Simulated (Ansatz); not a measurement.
Suppose Si₄Se takes space group P-6m2 (No. 187), with Si on 3j and 1c; Se on 1b.

Level of theory: Ansatz 0.2.0, DFT PBE, scalar-relativistic, plane waves, PAW. Cutoff 420 eV, Γ-centred mesh, Gaussian smearing, no spin polarisation.

Formation energies are uncorrected and refer to the elements' standard structures at the same level.

Question: Which cell and coordinates does it relax to?

Answer:

Space group P-6m2 (No. 187). a = 5.134 Å, b = 5.134 Å, c = 4.648 Å, α = 90.00°, β = 90.00°, γ = 120.00°
```json
{"atom": "Si", "site": "3j", "symmetry": "mm2", "x": "0.8313", "y": "0.1687", "z": "0.0000"}
{"atom": "Si", "site": "1c", "symmetry": "-6m2", "x": "0.3333", "y": "0.6667", "z": "0.0000"}
{"atom": "Se", "site": "1b", "symmetry": "-6m2", "x": "0.0000", "y": "0.0000", "z": "0.5000"}
```

Si on a site of symmetry mm2 is surrounded by 6 Si at 2.54–2.60 Å and 2 Se at 2.77 Å; around Si on a site of symmetry -6m2 lie 6 Si at 2.57 Å; Se is surrounded by 6 Si at 2.77 Å. Another local minimum with the same sites may exist.

Question: Where does its energy lie, and is it a metal?

Answer: The formation energy is +0.66 eV/atom and the gap on the 12×12×8 mesh of the 5-atom cell is 0 eV (a metal). A positive value: parting into the elements would lower its energy.

The last run used Gaussian smearing of 0.10 eV. The reference form of Se is held partly by dispersion forces, which this level lacks. Symmetry constrained the relaxation, so the result can be a saddle point. Another cell of Si4Se relaxed alike, in P-3m1, lies 0.40 eV/atom lower, so this cell isn't the stable form at this level.
